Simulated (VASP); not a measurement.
BeTe:

```
Te Be
1.0
     0.00000    2.77000    2.77000
     2.77000    0.00000    2.77000
     2.77000    2.77000    0.00000
Te Be
1 1
Direct
  0.75000 0.75000 0.75000
  0.00000 0.00000 0.00000
```

```yaml
Program: VASP 6.6.1
Task: relaxation of cell and atoms
Functional: PBE
Dispersion: rVV10
Potentials_or_basis: VASP PAW PBE potentials, release 64 (Te, Be)
Cutoff: 600 eV
k_mesh: 8 × 8 × 8
Occupations: fermi-dirac, width 0.05 eV
Spin: no spin polarisation
```

At the start: pressure 3.8 GPa; volume 21.25 Å³/atom.

**Question.** How do energy, volume and symmetry change on relaxing?

**Answer.** Over 3 steps the energy falls by 14.0 meV/atom and the volume is 22.50 Å³/atom (+5.9 %); space group F-43m (No. 216, to 0.05 Å).

Step by step:
```csv
step,energy change (eV),largest force (eV/Å),pressure (GPa),volume (Å³)
1,0.0000,0.0000,3.77,42.51
2,-0.0264,0.0000,-0.80,45.66
3,-0.0280,0.0000,0.01,45.01
```

Final structure:
```
CELL_PARAMETERS angstrom
0.00000 2.82326 2.82326
2.82326 0.00000 2.82326
2.82326 2.82326 0.00000
ATOMIC_POSITIONS crystal
Te 0.75000 0.75000 0.75000
Be 0.00000 0.00000 0.00000
```
